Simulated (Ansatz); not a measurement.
PtS2:

```
Pt S
1.0
     3.54320    0.00000    0.00000
    -1.77160    3.06850    0.00000
     0.00000    0.00000    5.03880
Pt S
1 2
Direct
  0.00000 0.00000 0.00000
  0.66667 0.33333 0.77300
  0.33333 0.66667 0.22700
```

Base run:

```yaml
Program: Ansatz 0.2.0
Functional: HSEsol
Potentials_or_basis: Ansatz PAW
Cutoff: 420 eV
Density_cutoff: 1680 eV
k_mesh: 5 × 5 × 3
Occupations: fermi-dirac, width 0.05 eV
Spin: no spin polarisation
```

Its results: band gap on the k mesh 1.88 eV, indirect (least direct gap 2.15 eV); largest force 0.738 eV/Å.

Problem. After a change of settings the same cell gave: band gap on the k mesh 1.52 eV, indirect (least direct gap 1.74 eV); largest force 1.054 eV/Å. Which change was it?
A. functional from HSEsol to HSE06 form with a typed share of exact exchange
B. functional from HSEsol to B3LYP
C. functional from HSEsol to PBE; k mesh from 5 × 5 × 3 to 9 × 9 × 5
D. functional from HSEsol to PBEsol; k mesh from 5 × 5 × 3 to 9 × 9 × 5

Solution. A.

Caveats: spin-orbit coupling is left out, which moves the levels of the heavy elements; the PAW data sets come from PBE, with cores solved anew for the run's functional, which leaves a small shift of forces and pressure; the k mesh misses the band edges, so the gap on the mesh is wider than the one along the path (some runs); odd divisions of the mesh miss points on the zone boundary, where band edges often lie, so the gap on the mesh can be too wide (some runs); forces of over 1 eV/Å show positions far from the minimum, so gaps and moduli don't describe the material at rest (some runs).

Not every run made on this cell is shown here.
